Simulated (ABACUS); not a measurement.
# Cr: equation of state with PBE

The system is Cr.

```
CELL_PARAMETERS angstrom
2.71400 0.00000 0.00000
-1.35700 2.35039 0.00000
0.00000 0.00000 4.41000
ATOMIC_POSITIONS crystal
Cr 0.66667 0.33333 0.75000
Cr 0.33333 0.66667 0.25000
```

This isn't the form of Cr at room conditions, which is bcc.

| Quantity | Value |
| --- | --- |
| Program | ABACUS 3.10.1 |
| Task | equation of state |
| Functional | PBE |
| Potentials or basis | PseudoDojo NC SR 0.4.1 PBE standard |
| Cutoff | 1361 eV |
| Density cutoff | 5442 eV |
| Basis | DZP LCAO (the cutoffs set its grid) |
| k mesh | 11 × 11 × 6 |
| Occupations | fermi-dirac, width 0.05 eV |
| Spin | collinear spin, ferromagnetic start |
| Starting moments | [3.0, 3.0] μB |

| Property | Result |
| --- | --- |
| Equilibrium volume | outside the volumes run |

Energy against volume, from the lowest point:
```
volume (Å³/atom)  energy (meV/atom)
          13.222               0.00
          13.503              33.09
          13.784              69.68
          14.066             108.65
          14.347             149.20
          14.628             191.62
          14.910             235.71
```

All runs of the series together: 2.2 min on 4 threads of AMD EPYC 7B13 (Zen 3), on a shared host.

Caveat: the atomic orbitals were generated for these runs and aren't a published set; the basis of atomic orbitals isn't converged, which shifts pressures, moduli and gaps.
